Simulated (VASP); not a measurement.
# CaF2 (Fm-3m) in VASP: band structure with HSE06

Aim: the band structure of CaF2 with HSE06.

Everything below comes from runs of VASP 6.6.1. Logs are shortened: lines on timing, memory, paths and dates and some standing lists are left out, and cuts for length are marked.

### 1 The crystal as given

It takes space group Fm-3m (No. 225, cubic). The conventional cell has a = 5.424 Å, b = 5.424 Å, c = 5.424 Å, α = 90.00°, β = 90.00°, γ = 90.00°. Ca (site symmetry m-3m) is surrounded by 8 F at 2.35 Å. Around F (site symmetry -43m) lie 4 Ca at 2.35 Å.

### 2 Band structure, HSE06

File POSCAR:

```
CaF2
1.0
    0.0000000000      2.7120400000      2.7120400000
    2.7120400000      0.0000000000      2.7120400000
    2.7120400000      2.7120400000      0.0000000000
Ca F
1 2
Direct
    0.0000000000      1.0000000000      0.0000000000
    0.2500000000      0.2500000000      0.2500000000
    0.7500000000      0.7500000000      0.7500000000
```

File INCAR.step1:

```
PREC     = Accurate       # precision mode
ENCUT    = 520            # plane-wave cutoff, eV
EDIFF    = 1E-5           # SCF threshold, eV
ISMEAR   = 0              # smearing method
SIGMA    = 0.02           # smearing width, eV
LREAL    = False          # projectors in reciprocal space
LASPH    = True           # aspherical terms in the spheres
NELM     = 100            # most SCF steps
ALGO     = Normal         # electronic algorithm
ISIF     = 2              # what is computed and relaxed
LWAVE    = True           # write WAVECAR
LCHARG   = False          # write CHGCAR
NBANDS   = 19             # bands
GGA      = PE             # functional
```

File INCAR.step2:

```
PREC     = Accurate       # precision mode
ENCUT    = 520            # plane-wave cutoff, eV
EDIFF    = 1E-6           # SCF threshold, eV
ISMEAR   = 0              # smearing method
SIGMA    = 0.02           # smearing width, eV
LREAL    = False          # projectors in reciprocal space
LASPH    = True           # aspherical terms in the spheres
NELM     = 100            # most SCF steps
ALGO     = Normal         # electronic algorithm
ISIF     = 2              # what is computed and relaxed
LWAVE    = False          # write WAVECAR
LCHARG   = False          # write CHGCAR
GGA      = PE             # functional
LHFCALC  = True           # exact exchange
HFSCREEN = 0.2            # screening, 1/A
PRECFOCK = Fast         
NBANDS   = 19             # bands
ISTART   = 1
```

File KPOINTS:

```
regular mesh
0
Gamma
  6 6 6
```

File KPOINTS_OPT:

```
path GXWKGLUWLK,UX
12
line-mode
reciprocal
 0.0000000000  0.0000000000  0.0000000000  G
 0.5000000000  0.0000000000  0.5000000000  X

 0.5000000000  0.0000000000  0.5000000000  X
 0.5000000000  0.2500000000  0.7500000000  W

 0.5000000000  0.2500000000  0.7500000000  W
 0.3750000000  0.3750000000  0.7500000000  K

 0.3750000000  0.3750000000  0.7500000000  K
 0.0000000000  0.0000000000  0.0000000000  G

 0.0000000000  0.0000000000  0.0000000000  G
 0.5000000000  0.5000000000  0.5000000000  L

 0.5000000000  0.5000000000  0.5000000000  L
 0.6250000000  0.2500000000  0.6250000000  U

 0.6250000000  0.2500000000  0.6250000000  U
 0.5000000000  0.2500000000  0.7500000000  W

 0.5000000000  0.2500000000  0.7500000000  W
 0.5000000000  0.5000000000  0.5000000000  L

 0.5000000000  0.5000000000  0.5000000000  L
 0.3750000000  0.3750000000  0.7500000000  K

 0.6250000000  0.2500000000  0.6250000000  U
 0.5000000000  0.0000000000  0.5000000000  X
```

Potentials or basis: VASP PAW PBE potentials, release 64 (Ca_sv, F).

Command:

```bash
$ cat potpaw_PBE.64/Ca_sv/POTCAR potpaw_PBE.64/F/POTCAR > POTCAR
$ cp INCAR.step1 INCAR
$ mpirun -np 1 vasp_std > vasp.out
$ cp INCAR.step2 INCAR
$ mpirun -np 1 vasp_std > vasp.out
```

OUTCAR:

```text
PREC = Accurate
   ENCUT = 520
   EDIFF = 1E-6
   ISMEAR = 0
   LREAL = False
   LASPH = True
   NELM = 100
   ISIF = 2
   GGA = PE
   LHFCALC = True
   HFSCREEN = 0.2
   PRECFOCK = Fast
   ISTART = 1

 ion  position               nearest neighbor table
   1  0.000  0.000  0.000-   3 2.35   3 2.35   3 2.35   2 2.35   3 2.35   2 2.35   2 2.35   2 2.35

   2  0.250  0.250  0.250-   1 2.35   1 2.35   1 2.35   1 2.35
   3  0.750  0.750  0.750-   1 2.35   1 2.35   1 2.35   1 2.35

  LATTYP: Found a face centered cubic cell.
 ALAT       =     5.4240800000

  Lattice vectors:

 A1 = (   0.0000000000,   2.7120400000,   2.7120400000)
 A2 = (   2.7120400000,   0.0000000000,   2.7120400000)
 A3 = (   2.7120400000,   2.7120400000,   0.0000000000)

Analysis of symmetry for initial positions (statically):
=====================================================================
 Subroutine PRICEL returns:
 Original cell was already a primitive cell.

 Routine SETGRP: Setting up the symmetry group for a
 face centered cubic supercell.

 Subroutine GETGRP returns: Found 48 space group operations
 (whereof 48 operations were pure point group operations)
 out of a pool of 48 trial point group operations.

The static configuration has the point symmetry O_h .

Analysis of symmetry for dynamics (positions and initial velocities):
=====================================================================
 Subroutine PRICEL returns:
 Original cell was already a primitive cell.

 Routine SETGRP: Setting up the symmetry group for a
 face centered cubic supercell.

 Subroutine GETGRP returns: Found 48 space group operations
 (whereof 48 operations were pure point group operations)
 out of a pool of 48 trial point group operations.

The dynamic configuration has the point symmetry O_h .

 Subroutine INISYM returns: Found 48 space group operations
 (whereof 48 operations are pure point group operations),
 and found     1 'primitive' translations

----------------------------------------------------------------------------------------

                                     Primitive cell

  volume of cell :      39.8950

  direct lattice vectors                    reciprocal lattice vectors
     0.000000000  2.712040000  2.712040000    -0.184363062  0.184363062  0.184363062
     2.712040000  0.000000000  2.712040000     0.184363062 -0.184363062  0.184363062
     2.712040000  2.712040000  0.000000000     0.184363062  0.184363062 -0.184363062

  length of vectors
     3.835403750  3.835403750  3.835403750     0.319326191  0.319326191  0.319326191

  position of ions in fractional coordinates (direct lattice)
     0.000000000  0.000000000  0.000000000
     0.250000000  0.250000000  0.250000000
     0.750000000  0.750000000  0.750000000

  ion indices of the primitive-cell ions
   primitive index   ion index
                 1           1
                 2           2
                 3           3

----------------------------------------------------------------------------------------

 KPOINTS: regular mesh

Automatic generation of k-mesh.
 Grid dimensions read from file:
 generate k-points for:    6    6    6

 Generating k-lattice:

  Cartesian coordinates                     Fractional coordinates (reciprocal lattice)
    -0.030727177  0.030727177  0.030727177     0.166666667  0.000000000  0.000000000
     0.030727177 -0.030727177  0.030727177     0.000000000  0.166666667  0.000000000
     0.030727177  0.030727177 -0.030727177     0.000000000  0.000000000  0.166666667

  Length of vectors
     0.053221032  0.053221032  0.053221032

  Shift w.r.t. Gamma in fractional coordinates (k-lattice)
     0.000000000  0.000000000  0.000000000

 Subroutine IBZKPT returns following result:
 ===========================================

 Found     16 irreducible k-points:

 Following reciprocal coordinates:
            Coordinates               Weight
  0.000000  0.000000  0.000000      1.000000
  0.166667  0.000000  0.000000      8.000000
  0.333333  0.000000  0.000000      8.000000
  0.500000  0.000000  0.000000      4.000000
  0.166667  0.166667  0.000000      6.000000
  0.333333  0.166667  0.000000     24.000000
[... 8 lines left out ...]
 -0.333333  0.333333  0.166667     24.000000
 -0.333333  0.500000  0.166667     12.000000
   k-points           NKPTS =     16   k-points in BZ     NKDIM =    216   number of bands    NBANDS=     19
   number of dos      NEDOS =    301   number of ions     NIONS =      3
   total plane-waves  NPLWV =  27000
   dimension x,y,z NGX =    30 NGY =   30 NGZ =   30
   dimension x,y,z NGXF=    60 NGYF=   60 NGZF=   60
   ions per type =               1   2
   NGX,Y,Z   is equivalent  to a cutoff of  13.00, 13.00, 13.00 a.u.
   NGXF,Y,Z  is equivalent  to a cutoff of  26.01, 26.01, 26.01 a.u.
 SYSTEM =  unknown system
   PREC   = accura    normal or accurate (medium, high low for compatibility)
   ISTART =      1    job   : 0-new  1-cont  2-samecut
   ICHARG =      0    charge: 1-file 2-atom 10-const
   ISPIN  =      1    spin polarized calculation?
   LNONCOLLINEAR =      F non collinear calculations
   LSORBIT =      F    spin-orbit coupling
   LASPH  =      T    aspherical Exc in radial PAW
   ENCUT  =  520.0 eV  38.22 Ry    6.18 a.u.   7.13  7.13  7.13*2*pi/ulx,y,z
   NELM   =    100;   NELMIN=  2; NELMDL=  0     # of ELM steps
   EDIFF  = 0.1E-05   stopping-criterion for ELM
   LREAL  =      F    real-space projection
   EDIFFG = 0.1E-04   stopping-criterion for IOM
   NSW    =      0    number of steps for IOM
   IBRION =     -1    ionic relax: 0-MD 1-quasi-New 2-CG
   NFREE  =      0    steps in history (QN), initial steepest desc. (CG)
   ISIF   =      2    stress and relaxation
   ISYM   =      3    0-nonsym 1-usesym 2-fastsym
   POTIM  = 0.5000    time-step for ionic-motion
   TEBEG  =    0.0;   TEEND  =   0.0 temperature during run
   PSTRESS=    0.0 pullay stress
   NELECT =      24.0000    total number of electrons
   NUPDOWN=      -1.0000    fix difference up-down
   EMIN   =  10.00;   EMAX   =-10.00  energy-range for DOS
   EFERMI =   0.00;   METHOD = LEGACY
   ISMEAR =     0;   SIGMA  =   0.02  broadening in eV -4-tet -1-fermi 0-gaus
   EFERMI_NEDOS =   21; number of points for ismear=-14 and -15
   IALGO  =     38    algorithm
   IMIX   =      1    mixing-type and parameters
     AMIX     =   0.40;   BMIX     =  1.00
     AMIX_MAG =   1.60;   BMIX_MAG =  1.00
  volume/ion in A,a.u.               =      13.30        89.74
  Fermi-wavevector in a.u.,A,eV,Ry     =   1.381993  2.611588 25.985828  1.909904
  Thomas-Fermi vector in A             =   2.506726
   LORBIT       =      0    0 simple, 1 ext, 2 COOP (PROOUT), +10 PAW based schemes
   GGA     = PE    functional components
   LHFCALC =     T    Hartree Fock is set to
   PRECFOCK=fast      Normal, Fast or Accurate (Low or Medium for compatibility)
   ENCUT4O =  -1.0   cutoff for four orbital integrals eV
   NKREDX  =     1    reduce k-point grid by
   NKREDY  =     1    reduce k-point grid by
   NKREDZ  =     1    reduce k-point grid by
   AEXX    =    0.2500 exact exchange contribution
   HFSCREEN=    0.2000 screening length (either q_TF or 0.3 A-1)
   HFSCREENC=   0.2000 screening length for correlation (either q_TF or 0.3 A-1)
   ENCUTFOCK=  -1.0 apply spherical cutoff to Coloumb kernel
   IVDW    =     0    specifies the selected vdW correction
   LEPSILON=     F    determine dielectric tensor
   LRPA    =     F    only Hartree local field effects (RPA)
 non-spin polarized calculation
 Gauss-broadening in eV      SIGMA  =   0.02
  energy-cutoff  :      520.00
  volume of cell :       39.89
 maximum number of plane-waves:      1090
 NGX is ok and might be reduce to    30
  NGX = 16; NGY = 16; NGZ = 16

 number of electron      23.9999982 magnetization

 Free energy of the ion-electron system (eV)
  ---------------------------------------------------
  ext. energy  EPLUGINS =         0.00000000
  ---------------------------------------------------
  free energy    TOTEN  =       -20.61299933 eV

  energy without entropy =      -20.61299933  energy(sigma->0) =      -20.61299933

 E-fermi :  -2.2523     XC(G=0):  -7.9696

 val. band max:       -2.4773795727   @ k =   0.5000   0.5000   0.0000
 cond. band min:       7.0198623791   @ k =   0.0000   0.0000   0.0000
 fundamental gap:      9.4972419518
 Fermi energy:        -2.2523340348

 k-point     1 :       0.0000    0.0000    0.0000
  band No.  band energies     occupation
      1     -40.4178      2.00000
      2     -24.0717      2.00000
      3     -23.2378      2.00000
      4     -19.8874      2.00000
      5     -19.8874      2.00000
      6     -19.8874      2.00000
[... 11 lines left out ...]
     18      11.8129      0.00000
     19      16.8949      0.00000

 k-point     2 :       0.1667    0.0000    0.0000
  band No.  band energies     occupation
      1     -40.4077      2.00000
      2     -24.1173      2.00000
      3     -23.3138      2.00000
      4     -19.9006      2.00000
      5     -19.9006      2.00000
      6     -19.7866      2.00000
[... 11 lines left out ...]
     18      11.7338      0.00000
     19      15.7804      0.00000

 k-point     3 :       0.3333    0.0000    0.0000
  band No.  band energies     occupation
      1     -40.3876      2.00000
      2     -24.1475      2.00000
      3     -23.5368      2.00000
      4     -19.9267      2.00000
      5     -19.9267      2.00000
      6     -19.5663      2.00000
[... 11 lines left out ...]
     18      11.5767      0.00000
     19      14.3094      0.00000

 k-point     4 :       0.5000    0.0000    0.0000
  band No.  band energies     occupation
      1     -40.3775      2.00000
      2     -24.1126      2.00000
      3     -23.6997      2.00000
      4     -19.9396      2.00000
      5     -19.9396      2.00000
      6     -19.4492      2.00000
[... 231 lines left out ...]
     18      12.2998      0.00000
     19      15.5184      0.00000

 k-point    15 :      -0.3333    0.3333    0.1667
  band No.  band energies     occupation
      1     -40.3675      2.00000
      2     -24.0191      2.00000
      3     -23.9188      2.00000
      4     -19.9926      2.00000
      5     -19.6791      2.00000
      6     -19.5664      2.00000
[... 11 lines left out ...]
     18      13.4823      0.00000
     19      14.8915      0.00000

 k-point    16 :      -0.3333    0.5000    0.1667
  band No.  band energies     occupation
      1     -40.3641      2.00000
      2     -24.1651      2.00000
      3     -23.7894      2.00000
      4     -20.0188      2.00000
      5     -19.7943      2.00000
      6     -19.4193      2.00000
[... 11 lines left out ...]
     18      14.8158      0.00000
     19      14.8232      0.00000

------------------------ aborting loop because EDIFF is reached ----------------------------------------

  FORCE on cell =-STRESS in cart. coord.  units (eV):
  Direction    XX          YY          ZZ          XY          YZ          ZX
  --------------------------------------------------------------------------------------
  -------------------------------------------------------------------------------------
  Total        0.6433072      0.6433072      0.6433072      0.0000000      0.0000000     -0.0000000
  in kB       25.8351326     25.8351326     25.8351326      0.0000000      0.0000000     -0.0000000
  external PRESSURE =      25.8351326 kB  Pullay stress =       0.0000000 kB

 VOLUME and BASIS-vectors are now :
 -----------------------------------------------------------------------------
  energy-cutoff  :      520.00
  volume of cell :       39.89
      direct lattice vectors                 reciprocal lattice vectors
     0.000000000  2.712040000  2.712040000    -0.184363062  0.184363062  0.184363062
     2.712040000  0.000000000  2.712040000     0.184363062 -0.184363062  0.184363062
     2.712040000  2.712040000  0.000000000     0.184363062  0.184363062 -0.184363062

 POSITION                                       TOTAL-FORCE (eV/Angst)
 -----------------------------------------------------------------------------------
      0.00000      0.00000      0.00000        -0.000000     -0.000000      0.000000
      1.35602      1.35602      1.35602         0.000000     -0.000000      0.000000
      4.06806      4.06806      4.06806        -0.000000      0.000000     -0.000000
 -----------------------------------------------------------------------------------
    total drift:                                0.000000     -0.000000     -0.000000

  FREE ENERGIE OF THE ION-ELECTRON SYSTEM (eV)
  ---------------------------------------------------
  free  energy   TOTEN  =       -20.6129993260 eV

  energy  without entropy=      -20.6129993260  energy(sigma->0) =      -20.61299933
```

Wall time 79 min (1 thread of Intel Xeon 6975P-C (Granite Rapids), shared host); peak memory 0.36 GiB.

Results:

- Free energy: -20.6130 eV
- Pressure: 2.6 GPa
- Band gap on the k mesh: 9.50 eV, indirect (least direct gap 9.77 eV)
- Band gap along the path: 9.50 eV, indirect (least direct gap 9.77 eV)

Levels at the corners of the path, in eV from the valence-band top:
| point | band 9 | band 10 | band 11 | band 12 | band 13 | band 14 | band 15 | band 16 |
| --- | --- | --- | --- | --- | --- | --- | --- | --- |
| Γ | -2.27 | -0.27 | -0.27 | -0.27 | 9.50 | 11.92 | 11.92 | 14.29 |
| X | -1.77 | -0.38 | -0.38 | 0.00 | 10.54 | 12.35 | 13.03 | 13.89 |
| X | -1.77 | -0.38 | -0.38 | 0.00 | 10.54 | 12.35 | 13.03 | 13.89 |
| W | -1.12 | -1.12 | -0.29 | -0.10 | 10.90 | 12.60 | 12.79 | 12.79 |
| W | -1.12 | -1.12 | -0.29 | -0.10 | 10.90 | 12.60 | 12.79 | 12.79 |
| K | -1.61 | -0.68 | -0.47 | -0.10 | 10.83 | 12.55 | 12.68 | 13.25 |
| K | -1.61 | -0.68 | -0.47 | -0.10 | 10.83 | 12.55 | 12.68 | 13.25 |
| Γ | -2.27 | -0.27 | -0.27 | -0.27 | 9.50 | 11.92 | 11.92 | 14.29 |
| Γ | -2.27 | -0.27 | -0.27 | -0.27 | 9.50 | 11.92 | 11.92 | 14.29 |
| L | -1.38 | -1.31 | -0.90 | -0.90 | 12.16 | 12.16 | 12.59 | 12.95 |
| L | -1.38 | -1.31 | -0.90 | -0.90 | 12.16 | 12.16 | 12.59 | 12.95 |
| U | -1.61 | -0.68 | -0.47 | -0.10 | 10.83 | 12.55 | 12.68 | 13.25 |
| U | -1.61 | -0.68 | -0.47 | -0.10 | 10.83 | 12.55 | 12.68 | 13.25 |
| W | -1.12 | -1.12 | -0.29 | -0.10 | 10.90 | 12.60 | 12.79 | 12.79 |
| W | -1.12 | -1.12 | -0.29 | -0.10 | 10.90 | 12.60 | 12.79 | 12.79 |
| L | -1.38 | -1.31 | -0.90 | -0.90 | 12.16 | 12.16 | 12.59 | 12.95 |
| L | -1.38 | -1.31 | -0.90 | -0.90 | 12.16 | 12.16 | 12.59 | 12.95 |
| K | -1.61 | -0.68 | -0.47 | -0.10 | 10.83 | 12.55 | 12.68 | 13.25 |
| U | -1.61 | -0.68 | -0.47 | -0.10 | 10.83 | 12.55 | 12.68 | 13.25 |
| X | -1.77 | -0.38 | -0.38 | 0.00 | 10.54 | 12.35 | 13.03 | 13.89 |

Caveat: the PAW data sets were made with another functional, which shifts forces and pressure a little.
